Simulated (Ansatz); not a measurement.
# Ta2C: the cost of one run

Method: DFT r2SCAN, scalar-relativistic, plane waves, PAW, in Ansatz 0.2.0.

## (1) The system as given

Symmetry: R-3m, No. 166, trigonal system. The conventional cell has a = 3.180 Å, b = 3.180 Å, c = 14.409 Å, α = 90.00°, β = 90.00°, γ = 120.00°. Around Ta (site symmetry 3m) lie 3 C at 2.19 Å. Around C (site symmetry -3m) lie 6 Ta at 2.19 Å.

Structure file:

```cif
data_structure
_symmetry_space_group_name_H-M 'P 1'
_symmetry_Int_Tables_number 1
_cell_length_a 5.1419
_cell_length_b 5.1419
_cell_length_c 5.1419
_cell_angle_alpha 36.030
_cell_angle_beta 36.030
_cell_angle_gamma 36.030
_cell_volume 42.07
loop_
_atom_site_label
_atom_site_type_symbol
_atom_site_fract_x
_atom_site_fract_y
_atom_site_fract_z
_atom_site_occupancy
Ta1 Ta 0.75000 0.75000 0.75000 1
Ta2 Ta 0.25000 0.25000 0.25000 1
C1 C 0.00000 0.00000 0.00000 1
```

This is candidate A: anti-cadmium chloride type (R-3m, No. 166).

(A quick probe on a coarse mesh, which set the mesh and smearing, is not shown.)

## (3) Coarse relaxation (candidate A)

File input.yaml:

```yaml
crystal:
  lattice:
    - [1.5902091456, 0.9181076783, 4.8028384156]
    - [-1.5902091456, 0.9181076783, 4.8028384156]
    - [0.0, -1.8362153565, 4.8028384156]
  atoms:
    - { symbol: Ta, position: [0.75, 0.75, 0.75] }
    - { symbol: Ta, position: [0.25, 0.25, 0.25] }
    - { symbol: C, position: [0.0, 0.0, 0.0] }
basis:
  ecutwfc: 500
kpoints:
  mp_grid: { grid: [6, 6, 6] }
hamiltonian:
  xc: r2scan
scf:
  occupations: { method: gaussian, width: 0.1 }
  lower_state_search: "off"
output:
  forces: true
  stress: true
  eigenvalues: true
relax:
  adjacent_minimum: "off"
  f_tol: 0.04
  max_steps: 70
  cell: { stress_tol: 0.4 }
```

Started as:

```sh
> ansatz run input.yaml --threads 1 --pin off --max-ram 3072MiB --backend cpu --events-out ev --progress --plain --runs-dir out
```

Q: Estimate wall time and peak memory on 1 thread of Arm Neoverse V1, shared host.

About 33 s, with a peak of 0.42 GiB.
